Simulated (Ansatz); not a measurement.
The system is SnSe2.

```
CELL_PARAMETERS angstrom
3.81100 0.00000 0.00000
-1.90550 3.30042 0.00000
0.00000 0.00000 6.13600
ATOMIC_POSITIONS crystal
Sn 0.00000 0.00000 0.00000
Se 0.66667 0.33333 0.75100
Se 0.33333 0.66667 0.24900
```

| Property | Result |
| --- | --- |
| Program | Ansatz 0.2.0 |
| Task | relaxation of cell and atoms |
| Functional | PBEsol |
| Potentials or basis | Ansatz PAW |
| Cutoff | 420 eV (not typed: the program's choice for these potentials) |
| k mesh | 8 × 8 × 5 |
| Occupations | fermi-dirac, width 0.05 eV |
| Spin | no spin polarisation |

At the start: volume 25.73 Å³/atom.

Task: How do energy, volume and symmetry change on relaxing?

Result: It ends after 4 steps and the volume is 25.89 Å³/atom (+0.6 %); space group P-3m1 (No. 164, to 0.05 Å).

The path:
| step | energy change (eV) | largest force (eV/Å) | volume (Å³) |
| --- | --- | --- | --- |
| 1 | 0.0000 | 0.5999 | 77.18 |
| 2 | -0.0347 | 0.0977 | 77.56 |
| 3 | -0.0358 | 0.0008 | 77.67 |
| 4 | -0.0359 | 0.0007 | 77.67 |

Final structure:
```
CELL_PARAMETERS angstrom
3.81993 0.00000 0.00000
-1.90996 3.30815 0.00000
0.00000 0.00000 6.14626
ATOMIC_POSITIONS crystal
Sn 0.00000 0.00000 0.00000
Se 0.66667 0.33333 0.74206
Se 0.33333 0.66667 0.25794
```

Caveat: the plane-wave basis is chosen anew once the cell has moved, so the energies of steps on either side of that aren't comparable; this functional lacks dispersion, which binds the layers, so the pressure and a relaxed spacing across them are unreliable; the PAW data sets come from PBE, with cores solved anew for the run's functional, which leaves a small shift of forces and pressure.
